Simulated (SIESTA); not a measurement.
**I under changes of volume**

One of the cells (43.483 Å³/atom); the others are scaled copies at fixed shape and fractional positions:

```
I
1.0
     3.65911   -2.41088    0.00000
     3.65911    2.41088    0.00000
     0.00000    0.00000    9.85830
I
4
Direct
  0.64930 0.35070 0.38440
  0.14930 0.85070 0.11560
  0.35070 0.64930 0.61560
  0.85070 0.14930 0.88440
```

- Program: SIESTA 5.4.2
- Functional: PBEsol
- Potentials or basis: PseudoDojo 0.4 standard (PBEsol files)
- Basis: DZP (energy shift 0.003 Ry)
- Grid cutoff: 500 Ry
- Energy shift: 0.003 Ry
- k mesh: 7 × 7 × 3
- Occupations: fermi-dirac, width 0.05 eV
- Spin: no spin polarisation

```csv
volume (Å³/atom),energy over the lowest point (meV/atom),pressure (GPa),gap on the mesh (eV),largest force (eV/Å)
40.073,?,?,?,?
40.926,11.23,1.6,1.22,1.697
41.778,4.31,1.0,1.17,1.480
43.483,0.00,-0.1,1.08,1.095
44.336,1.92,-0.6,1.04,0.922
45.189,6.15,-1.0,1.00,0.763
```

Question: What does the run at 40.073 Å³/atom give?

Answer: Energy over the lowest point 21.89 meV/atom; pressure 2.4 GPa; gap on the mesh 1.27 eV; largest force 1.933 eV/Å.

Worked out: A Birch-Murnaghan fit of order 3 (a polynomial in V^(-2/3)) to the other rows has its minimum at 43.27 Å³/atom with B0 = V·E''(V) = 26 GPa and B' = 5.0 at fixed shape and positions, which overstates the stiffness. It gives 21.89 meV/atom at 40.073 Å³/atom, against the run's 21.89, and -dE/dV = 2.4 GPa, against 2.4. A straight line through the other rows of the gap, of slope -2.22 eV per unit of ln V, extrapolates to 1.26 eV, against the run's 1.27.

Energies are extrapolated to zero smearing.

Caveats: spin-orbit coupling is left out, which moves the levels of the heavy elements; an odd mesh through Γ misses points on the zone boundary, where band edges often lie; the basis of atomic orbitals isn't converged, which shifts pressures, moduli and gaps; forces of over 1 eV/Å show positions far from the minimum, so gaps and moduli don't describe the material at rest (some runs).
